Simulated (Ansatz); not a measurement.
**InSb (I-4m2), stationary points along a deformation path**

Computed with DFT LDA, scalar-relativistic, plane waves, PAW in Ansatz. Settings: plane waves to 420 eV, k-mesh 22×22×22 (Γ-centred), Gaussian smearing 0.15 eV. No spin polarisation. Energies are free energies at this smearing, counted from the undisturbed cell; pressure is positive in compression.

Reference structure (as given, not relaxed at this level; it stands at -4.2 GPa; this form isn't the usual structure):

```yaml
crystal:
  lattice:
    - [-2.94474, 2.94474, 1.63638]
    - [2.94474, -2.94474, 1.63638]
    - [2.94474, 2.94474, -1.63638]
  atoms:
    - { symbol: In, position: [0.25000, 0.75000, 0.50000] }
    - { symbol: Sb, position: [0.00000, 0.00000, 0.00000] }
```

At fixed volume and fractional coordinates, lengths along (0.000, 0.000, 1.000) are scaled against those across it; ρ is that ratio over its starting value. V = 28.380 Å³/atom. Δσ is the stress along the axis less the mean stress across it (compression positive).

```
    ρ  ΔE (meV/atom)  Δσ (GPa) space group
0.800          137.6     12.35        I-4m2
0.850           64.1      8.42        I-4m2
0.920           11.0      3.28        I-4m2
0.960            0.3      1.01        I-4m2
1.000            0.0     -0.73        I-4m2
1.050            8.5     -2.17        I-4m2
1.100           23.8     -3.29        I-4m2
1.200           60.9     -3.83        I-4m2
1.300           92.9     -2.76        I-4m2
```

Problem. How does the stress give the slope of the energy, and where is the energy stationary?

Solution. Along the path d ln(length) is 2/3 d ln ρ on the axis and −1/3 d ln ρ across it, so dE/d ln ρ = −(2/3) V Δσ: the energy falls with ρ where Δσ is positive. Δσ vanishes or changes sign between ρ = 0.960 and 1.000, a minimum (near 0.98 by linear interpolation). Pairs of stationary points between two samples would go unseen, and could change a minimum read from distant neighbours into a maximum.

Problem. Integrate that slope from ρ = 1 to 1.200 by the trapezoid rule.

Solution. With V/N in Å³ and 1 eV/Å³ = 160.2 GPa the slopes at ρ = 1.000, 1.050, 1.100, 1.200 are 86, 256, 389, 452 meV/atom per unit of ln ρ. The steps add 8.4 + 15.0 + 36.6 = 60.0 meV/atom, against 60.9 from the energies; the trapezoid rule misses the curvature of the slope within each step.

In a metal these slopes depend on the k mesh and the smearing.

Cost: 9 runs of about 8.2 core-minutes in all, on AMD EPYC 7R43 (Zen 3) (shared hosts).